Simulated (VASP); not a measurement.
# Al (Fm-3m) in VASP: a series of runs

One crystal, Al, is run at these levels: PBEsol, PBE, LDA, r2SCAN; tasks: single point.

Everything below comes from runs of VASP 6.6.1. Logs are shortened: lines on timing, memory, paths and dates and some standing lists are left out, and cuts for length are marked.

## (1) The crystal as given

Symmetry: Fm-3m, No. 225, cubic system. Conventional cell: a = 4.040 Å, b = 4.040 Å, c = 4.040 Å, α = 90.00°, β = 90.00°, γ = 90.00°. Al (site symmetry m-3m) is surrounded by 12 Al at 2.86 Å.

The cell was built by a generator and needn't be a form met in nature.

## (2) Single point, PBEsol

File INCAR:

```
PREC = Accurate
ENCUT = 400
EDIFF = 1E-7
ISMEAR = -1
SIGMA = 0.05
LREAL = F
LASPH = T
NELM = 100
ALGO = Fast
ISIF = 2
LWAVE = F
LCHARG = F
GGA = PS
NBANDS = 70
```

File KPOINTS:

```
regular mesh
0
Gamma
  6 6 6
```

File POSCAR:

```
Al
1.0
    8.0800000000      0.0000000000      0.0000000000
    0.0000000000      8.0800000000      0.0000000000
    0.0000000000      0.0000000000      8.0800000000
Al
32
Direct
    0.0000000000      0.0000000000      0.0000000000
    0.0000000000      0.0000000000      0.5000000000
    0.0000000000      0.5000000000      0.0000000000
    0.0000000000      0.5000000000      0.5000000000
    0.5000000000      0.0000000000      0.0000000000
    0.5000000000      0.0000000000      0.5000000000
    0.5000000000      0.5000000000      0.0000000000
    0.5000000000      0.5000000000      0.5000000000
    0.0000000000      0.2500000000      0.2500000000
    0.0000000000      0.2500000000      0.7500000000
    0.0000000000      0.7500000000      0.2500000000
    0.0000000000      0.7500000000      0.7500000000
    0.5000000000      0.2500000000      0.2500000000
    0.5000000000      0.2500000000      0.7500000000
    0.5000000000      0.7500000000      0.2500000000
    0.5000000000      0.7500000000      0.7500000000
    0.2500000000      0.0000000000      0.2500000000
    0.2500000000      0.0000000000      0.7500000000
    0.2500000000      0.5000000000      0.2500000000
    0.2500000000      0.5000000000      0.7500000000
    0.7500000000      0.0000000000      0.2500000000
    0.7500000000      0.0000000000      0.7500000000
    0.7500000000      0.5000000000      0.2500000000
    0.7500000000      0.5000000000      0.7500000000
    0.2500000000      0.2500000000      0.0000000000
    0.2500000000      0.2500000000      0.5000000000
    0.2500000000      0.7500000000      0.0000000000
    0.2500000000      0.7500000000      0.5000000000
    0.7500000000      0.2500000000      0.0000000000
    0.7500000000      0.2500000000      0.5000000000
    0.7500000000      0.7500000000      0.0000000000
    0.7500000000      0.7500000000      0.5000000000
```

Potentials or basis: VASP PAW PBE potentials, release 64 (Al).

The run is started by

```
$ cat potpaw_PBE.64/Al/POTCAR > POTCAR
$ mpirun -np 1 vasp_std > vasp.out
```

OUTCAR:

```text
PREC = Accurate
   ENCUT = 400
   EDIFF = 1E-7
   ISMEAR = -1
   LREAL = F
   LASPH = T
   NELM = 100
   ISIF = 2
   GGA = PS

 ion  position               nearest neighbor table
   1  0.000  0.000  0.000-   9 2.86  10 2.86  11 2.86  12 2.86  17 2.86  18 2.86  21 2.86  22 2.86
                            25 2.86  27 2.86  29 2.86  31 2.86
   2  0.000  0.000  0.500-   9 2.86  10 2.86  11 2.86  12 2.86  17 2.86  18 2.86  21 2.86  22 2.86
                            26 2.86  28 2.86  30 2.86  32 2.86
   3  0.000  0.500  0.000-   9 2.86  10 2.86  11 2.86  12 2.86  19 2.86  20 2.86  23 2.86  24 2.86
                            25 2.86  27 2.86  29 2.86  31 2.86
   4  0.000  0.500  0.500-   9 2.86  10 2.86  11 2.86  12 2.86  19 2.86  20 2.86  23 2.86  24 2.86
                            26 2.86  28 2.86  30 2.86  32 2.86
   5  0.500  0.000  0.000-  13 2.86  14 2.86  15 2.86  16 2.86  17 2.86  18 2.86  21 2.86  22 2.86
                            25 2.86  27 2.86  29 2.86  31 2.86
   6  0.500  0.000  0.500-  13 2.86  14 2.86  15 2.86  16 2.86  17 2.86  18 2.86  21 2.86  22 2.86
                            26 2.86  28 2.86  30 2.86  32 2.86
   7  0.500  0.500  0.000-  13 2.86  14 2.86  15 2.86  16 2.86  19 2.86  20 2.86  23 2.86  24 2.86
                            25 2.86  27 2.86  29 2.86  31 2.86
   8  0.500  0.500  0.500-  13 2.86  14 2.86  15 2.86  16 2.86  19 2.86  20 2.86  23 2.86  24 2.86
                            26 2.86  28 2.86  30 2.86  32 2.86
   9  0.000  0.250  0.250-   1 2.86   2 2.86   3 2.86   4 2.86  17 2.86  19 2.86  21 2.86  23 2.86
[... 33 lines left out ...]
  26  0.250  0.250  0.500-   2 2.86   4 2.86   6 2.86   8 2.86   9 2.86  10 2.86  13 2.86  14 2.86
                            17 2.86  18 2.86  19 2.86  20 2.86
  27  0.250  0.750  0.000-   1 2.86   3 2.86   5 2.86   7 2.86  11 2.86  12 2.86  15 2.86  16 2.86
                            17 2.86  18 2.86  19 2.86  20 2.86
  28  0.250  0.750  0.500-   2 2.86   4 2.86   6 2.86   8 2.86  11 2.86  12 2.86  15 2.86  16 2.86
                            17 2.86  18 2.86  19 2.86  20 2.86
  29  0.750  0.250  0.000-   1 2.86   3 2.86   5 2.86   7 2.86   9 2.86  10 2.86  13 2.86  14 2.86
                            21 2.86  22 2.86  23 2.86  24 2.86
  30  0.750  0.250  0.500-   2 2.86   4 2.86   6 2.86   8 2.86   9 2.86  10 2.86  13 2.86  14 2.86
                            21 2.86  22 2.86  23 2.86  24 2.86
  31  0.750  0.750  0.000-   1 2.86   3 2.86   5 2.86   7 2.86  11 2.86  12 2.86  15 2.86  16 2.86
                            21 2.86  22 2.86  23 2.86  24 2.86
  32  0.750  0.750  0.500-   2 2.86   4 2.86   6 2.86   8 2.86  11 2.86  12 2.86  15 2.86  16 2.86
                            21 2.86  22 2.86  23 2.86  24 2.86

  LATTYP: Found a simple cubic cell.
 ALAT       =     8.0800000000

  Lattice vectors:

 A1 = (   8.0800000000,   0.0000000000,   0.0000000000)
 A2 = (   0.0000000000,   8.0800000000,   0.0000000000)
 A3 = (   0.0000000000,   0.0000000000,   8.0800000000)

Analysis of symmetry for initial positions (statically):
=====================================================================
 Subroutine PRICEL returns following result:

  LATTYP: Found a face centered cubic cell.
 ALAT       =     4.0400000000

  Lattice vectors:

 A1 = (   2.0200000000,  -2.0200000000,   0.0000000000)
 A2 = (   2.0200000000,   0.0000000000,   2.0200000000)
 A3 = (   0.0000000000,  -2.0200000000,   2.0200000000)

  32 primitive cells build up your supercell.

 Routine SETGRP: Setting up the symmetry group for a
 simple cubic supercell.

 Subroutine GETGRP returns: Found 48 space group operations
 (whereof 48 operations were pure point group operations)
 out of a pool of 48 trial point group operations.

The static configuration has the point symmetry O_h .

Analysis of symmetry for dynamics (positions and initial velocities):
=====================================================================
 Subroutine PRICEL returns following result:

  LATTYP: Found a face centered cubic cell.
 ALAT       =     4.0400000000

  Lattice vectors:

 A1 = (   2.0200000000,  -2.0200000000,   0.0000000000)
 A2 = (   2.0200000000,   0.0000000000,   2.0200000000)
 A3 = (   0.0000000000,  -2.0200000000,   2.0200000000)

  32 primitive cells build up your supercell.

 Routine SETGRP: Setting up the symmetry group for a
 simple cubic supercell.

 Subroutine GETGRP returns: Found 48 space group operations
 (whereof 48 operations were pure point group operations)
[... 30 lines left out ...]

 KPOINTS: regular mesh

Automatic generation of k-mesh.
 Grid dimensions read from file:
 generate k-points for:    6    6    6

 Generating k-lattice:

  Cartesian coordinates                     Fractional coordinates (reciprocal lattice)
     0.020627063  0.000000000  0.000000000     0.166666667  0.000000000  0.000000000
     0.000000000  0.020627063  0.000000000     0.000000000  0.166666667  0.000000000
     0.000000000  0.000000000  0.020627063     0.000000000  0.000000000  0.166666667

  Length of vectors
     0.020627063  0.020627063  0.020627063

  Shift w.r.t. Gamma in fractional coordinates (k-lattice)
     0.000000000  0.000000000  0.000000000

 Subroutine IBZKPT returns following result:
 ===========================================

 Found     20 irreducible k-points:

 Following reciprocal coordinates:
            Coordinates               Weight
  0.000000  0.000000  0.000000      1.000000
  0.166667  0.000000  0.000000      6.000000
  0.333333  0.000000  0.000000      6.000000
  0.500000  0.000000  0.000000      3.000000
  0.166667  0.166667  0.000000     12.000000
  0.333333  0.166667  0.000000     24.000000
[... 12 lines left out ...]
  0.500000  0.500000  0.333333      6.000000
  0.500000  0.500000  0.500000      1.000000
   k-points           NKPTS =     20   k-points in BZ     NKDIM =     20   number of bands    NBANDS=     70
   number of dos      NEDOS =    301   number of ions     NIONS =     32
   total plane-waves  NPLWV = 157464
   dimension x,y,z NGX =    54 NGY =   54 NGZ =   54
   dimension x,y,z NGXF=   108 NGYF=  108 NGZF=  108
   ions per type =              32
   NGX,Y,Z   is equivalent  to a cutoff of  11.11, 11.11, 11.11 a.u.
   NGXF,Y,Z  is equivalent  to a cutoff of  22.22, 22.22, 22.22 a.u.
 SYSTEM =  unknown system
   PREC   = accura    normal or accurate (medium, high low for compatibility)
   ISTART =      0    job   : 0-new  1-cont  2-samecut
   ICHARG =      2    charge: 1-file 2-atom 10-const
   ISPIN  =      1    spin polarized calculation?
   LNONCOLLINEAR =      F non collinear calculations
   LSORBIT =      F    spin-orbit coupling
   LASPH  =      T    aspherical Exc in radial PAW
   ENCUT  =  400.0 eV  29.40 Ry    5.42 a.u.  13.18 13.18 13.18*2*pi/ulx,y,z
   NELM   =    100;   NELMIN=  2; NELMDL= -5     # of ELM steps
   EDIFF  = 0.1E-06   stopping-criterion for ELM
   LREAL  =      F    real-space projection
   EDIFFG = 0.1E-05   stopping-criterion for IOM
   NSW    =      0    number of steps for IOM
   IBRION =     -1    ionic relax: 0-MD 1-quasi-New 2-CG
   NFREE  =      0    steps in history (QN), initial steepest desc. (CG)
   ISIF   =      2    stress and relaxation
   ISYM   =      2    0-nonsym 1-usesym 2-fastsym
   POTIM  = 0.5000    time-step for ionic-motion
   TEBEG  =    0.0;   TEEND  =   0.0 temperature during run
   PSTRESS=    0.0 pullay stress
   NELECT =      96.0000    total number of electrons
   NUPDOWN=      -1.0000    fix difference up-down
   EMIN   =  10.00;   EMAX   =-10.00  energy-range for DOS
   EFERMI =   0.00;   METHOD = LEGACY
   ISMEAR =    -1;   SIGMA  =   0.05  broadening in eV -4-tet -1-fermi 0-gaus
   EFERMI_NEDOS =   21; number of points for ismear=-14 and -15
   IALGO  =     68    algorithm
   IMIX   =      4    mixing-type and parameters
     AMIX     =   0.40;   BMIX     =  1.00
     AMIX_MAG =   1.60;   BMIX_MAG =  1.00
  volume/ion in A,a.u.               =      16.48       111.25
  Fermi-wavevector in a.u.,A,eV,Ry     =   0.927728  1.753151 11.710246  0.860679
  Thomas-Fermi vector in A             =   2.053828
   LORBIT       =      0    0 simple, 1 ext, 2 COOP (PROOUT), +10 PAW based schemes
   GGA     = PS    functional components
   LHFCALC =     F    Hartree Fock is set to
   AEXX    =    0.0000 exact exchange contribution
   IVDW    =     0    specifies the selected vdW correction
   LEPSILON=     F    determine dielectric tensor
   LRPA    =     F    only Hartree local field effects (RPA)
 non-spin polarized calculation
 RMM-DIIS sequential band-by-band and
  energy-cutoff  :      400.00
  volume of cell :      527.51
 maximum number of plane-waves:      9632
 NGX is ok and might be reduce to    54
   NGX = 27   NGY = 27   NGZ = 27

 number of electron      96.0000004 magnetization

 Free energy of the ion-electron system (eV)
  ---------------------------------------------------
  ext. energy  EPLUGINS =         0.00000000
  ---------------------------------------------------
  free energy    TOTEN  =      -130.88151591 eV

  energy without entropy =     -130.74798886  energy(sigma->0) =     -130.81475239

 E-fermi :   7.9390     XC(G=0): -10.2604

 val. band max:        7.9350107736   @ k =   0.5000   0.3333   0.0000
 cond. band min:       7.9746238002   @ k =   0.1667   0.1667   0.0000
 fundamental gap:      0.0396130267
 Fermi energy:         7.9389950604

 k-point     1 :       0.0000    0.0000    0.0000
  band No.  band energies     occupation
      1      -3.1767      2.00000
      2      -0.9280      2.00000
      3      -0.9280      2.00000
      4      -0.9280      2.00000
      5      -0.9280      2.00000
      6      -0.9280      2.00000
[... 1249 lines left out ...]
     59      11.3951      0.00000
     60      11.3951      0.00000
 [bands above 60 left out]

------------------------ aborting loop because EDIFF is reached ----------------------------------------

  FORCE on cell =-STRESS in cart. coord.  units (eV):
  Direction    XX          YY          ZZ          XY          YZ          ZX
  --------------------------------------------------------------------------------------
  -------------------------------------------------------------------------------------
  Total       -4.8560626     -4.8560626     -4.8560626      0.0000000     -0.0000000     -0.0000000
  in kB      -14.7489388    -14.7489388    -14.7489388      0.0000000     -0.0000000     -0.0000000
  external PRESSURE =     -14.7489388 kB  Pullay stress =       0.0000000 kB

 VOLUME and BASIS-vectors are now :
 -----------------------------------------------------------------------------
  energy-cutoff  :      400.00
  volume of cell :      527.51
      direct lattice vectors                 reciprocal lattice vectors
     8.080000000  0.000000000  0.000000000     0.123762376  0.000000000  0.000000000
     0.000000000  8.080000000  0.000000000     0.000000000  0.123762376  0.000000000
     0.000000000  0.000000000  8.080000000     0.000000000  0.000000000  0.123762376

 POSITION                                       TOTAL-FORCE (eV/Angst)
 -----------------------------------------------------------------------------------
      0.00000      0.00000      0.00000        -0.000000     -0.000000      0.000000
      0.00000      0.00000      4.04000        -0.000000      0.000000     -0.000000
      0.00000      4.04000      0.00000         0.000000      0.000000     -0.000000
      0.00000      4.04000      4.04000        -0.000000      0.000000      0.000000
      4.04000      0.00000      0.00000        -0.000000     -0.000000      0.000000
      4.04000      0.00000      4.04000         0.000000      0.000000      0.000000
[... 24 lines left out ...]
      6.06000      6.06000      0.00000        -0.000000     -0.000000     -0.000000
      6.06000      6.06000      4.04000         0.000000      0.000000      0.000000
 -----------------------------------------------------------------------------------
    total drift:                               -0.000000     -0.000000      0.000000

  FREE ENERGIE OF THE ION-ELECTRON SYSTEM (eV)
  ---------------------------------------------------
  free  energy   TOTEN  =      -130.8815159115 eV

  energy  without entropy=     -130.7479888588  energy(sigma->0) =     -130.81475239
```

Wall time 4.4 min (1 thread of Intel Xeon 6975P-C (Granite Rapids), shared host); peak memory 0.57 GiB.

What came out:

- Free energy: -130.8815 eV
- Pressure: -1.5 GPa
- Band gap on the k mesh: none (metal or under the smearing width)

Caveat: the PAW data sets were made with another functional, which shifts forces and pressure a little.

(Continued in part 2 of 2.)
